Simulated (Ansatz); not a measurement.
ZrO₂, DFT, PBE, all-electron PAW with datasets made for the crystal, scalar-relativistic (Ansatz 0.2.0), run on 1 thread of Arm Neoverse V2 on a shared host.

The cell comes from COD entry 9009051, which wasn't checked; take it as a given geometry. It differs from other determinations.

Command: `ansatz run input.yaml --threads 1 --pin off --max-ram 3072MiB --backend cpu --events-out ev --progress --plain --runs-dir out`

```yaml
crystal:
  lattice:
    - [0.0, 2.535, 2.535]
    - [2.535, 0.0, 2.535]
    - [2.535, 2.535, 0.0]
  atoms:
    - { symbol: Zr, position: [0.0, 0.0, 0.0] }
    - { symbol: O, position: [0.25, 0.25, 0.25] }
    - { symbol: O, position: [0.75, 0.75, 0.75] }
kpoints:
  mp_grid: { grid: [9, 9, 9] }
  band_path:
    path:
      - [0.0, 0.0, 0.0]
      - [0.5, 0.0, 0.5]
      - [0.625, 0.25, 0.625]
      - [0.375, 0.375, 0.75]
      - [0.0, 0.0, 0.0]
      - [0.5, 0.5, 0.5]
      - [0.5, 0.25, 0.75]
      - [0.5, 0.0, 0.5]
    npoints: 8
scf:
  occupations: { method: fermi_dirac, width: 0.03 }
hamiltonian:
  xc: pbe
  pseudopotentials: { kind: all_electron, datasets: crystal }
output:
  forces: true
  stress: true
  eigenvalues: true
  efg: { contact_densities: true }
```

(1) How large is the problem that the program sets up?

(2) Estimate the wall time.

(3) And the same cell and mesh by full-potential LAPW, asked for forces, stress, eigenvalues, populations, dos and the same band path, on the same hardware?

(4) And the same cell and mesh by frozen-core PAW, asked for forces, stress, eigenvalues, efg, populations, bader, dos, write_density, write_potential, elf and the same band path, on the same hardware?

Answers

(1) 35 irreducible k-points, 537 plane waves at Γ, 16 bands.

(2) 9.1 s of wall time for 10 SCF iterations. Times on shared machines scatter by tens of per cent.

(3) 20 s.

(4) 13 s.
